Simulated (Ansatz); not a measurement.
The system is WS2, a slab with vacuum.

```
CELL_PARAMETERS angstrom
3.18321 0.00000 0.00000
-1.59160 2.75674 0.00000
0.00000 0.00000 23.66876
ATOMIC_POSITIONS crystal
W 0.66667 0.33333 0.36268
W 0.33333 0.66667 0.63732
S 0.66667 0.33333 0.70318
S 0.33333 0.66667 0.42856
S 0.66667 0.33333 0.57144
S 0.33333 0.66667 0.29682
```

Base run:

```yaml
Program: Ansatz 0.2.0
Functional: revPBE
Potentials_or_basis: Ansatz PAW
Cutoff: "420 eV (not typed: the program's choice for these potentials)"
k_mesh: 7 × 7 × 2
Occupations: fermi-dirac, width 0.05 eV
Spin: no spin polarisation
```

Its results: band gap on the k mesh 1.68 eV, indirect (least direct gap 2.41 eV); largest force 0.405 eV/Å.

Question: The run is repeated on the same cell with these changes: functional from revPBE to PBEsol. What comes out?

Answer: Band gap on the k mesh 1.63 eV, indirect (least direct gap 2.40 eV); largest force 0.117 eV/Å.

Caveats: the k mesh misses the band edges, so the gap on the mesh is wider than the one along the path; spin-orbit coupling is left out, which moves the levels of the heavy elements; the PAW data sets come from PBE, with cores solved anew for the run's functional, which leaves a small shift of forces and pressure.
